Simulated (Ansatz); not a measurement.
Kick test of a cell of CdSe

The structure comes from a generated guess, relaxed at this level; another structure or a mixture of phases may lie lower.

Method: DFT PBE, scalar-relativistic, plane waves, PAW (Ansatz 0.2.0). Cutoff 420 eV; k points 6×6×6 on the computed 8-atom cell (Γ-centred); Gaussian smearing, width 0.02 eV; no spin polarisation.

The cell below (8 atoms, space group I-43m (No. 217)) is relaxed within its symmetry.

```
CELL_PARAMETERS angstrom
-4.22961 4.22961 4.22961
4.22961 -4.22961 4.22961
4.22961 4.22961 -4.22961
ATOMIC_POSITIONS crystal
Cd 0.31917 0.00000 0.00000
Cd 0.68083 0.68083 0.68083
Cd 0.00000 0.31917 0.00000
Cd 0.00000 0.00000 0.31917
Se 0.00000 0.67322 0.00000
Se 0.32678 0.32678 0.32678
Se 0.67322 0.00000 0.00000
Se 0.00000 0.00000 0.67322
```

For the test it was strained at random (σ = 1.5 % a component), the atoms were moved at random (σ = 0.10 Å), and all was relaxed again on a coarse 2×2×2 mesh (in the run’s order of axes) with 0.10 eV smearing, with no symmetry imposed.

Question: What happens?

Answer: It returns, within 1 meV/atom of the unmoved cell on that mesh and with the same symmetry when read at 0.1 Å (P1 at 0.01 Å, so small strains and shifts remain). So it is stable against the distortions that fit this cell and that this random move excites. Modes that don't fit the cell aren't tested.
